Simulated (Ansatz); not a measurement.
The system is TiO2.

```
Ti O
1.0
     1.49733    0.86448    6.98154
    -1.49733    0.86448    6.98154
     0.00000   -1.72897    6.98154
Ti O
1 2
Direct
  0.00000 0.00000 0.00000
  0.37953 0.37953 0.37953
  0.62047 0.62047 0.62047
```

Measurements of this composition are mostly on another form, of space group No. 141.

Base run:

```yaml
Program: Ansatz 0.2.0
Functional: PBEsol
Potentials_or_basis: Ansatz PAW
Cutoff: "420 eV (not typed: the program's choice for these potentials)"
k_mesh: 10 × 10 × 10
Occupations: fermi-dirac, width 0.05 eV
Spin: no spin polarisation
```

Its results: band gap on the k mesh 2.67 eV, indirect (least direct gap 2.85 eV); pressure -4.3 GPa; largest force 0.440 eV/Å.

The run is repeated on the same cell with these changes: functional from PBEsol to r2SCAN; cutoff from 420 eV (not typed: the program's choice for these potentials) to 500 eV (not typed: the program's choice for these potentials). What comes out?

Band gap on the k mesh 3.06 eV, indirect (least direct gap 3.26 eV); pressure -3.4 GPa; largest force 0.443 eV/Å.

r2SCAN gives the wider gap, since meta-GGAs in the generalised Kohn-Sham scheme recover part of the derivative discontinuity.

Caveats: the PAW data sets come from PBE, with cores solved anew for the run's functional, which leaves a small shift of forces and pressure.
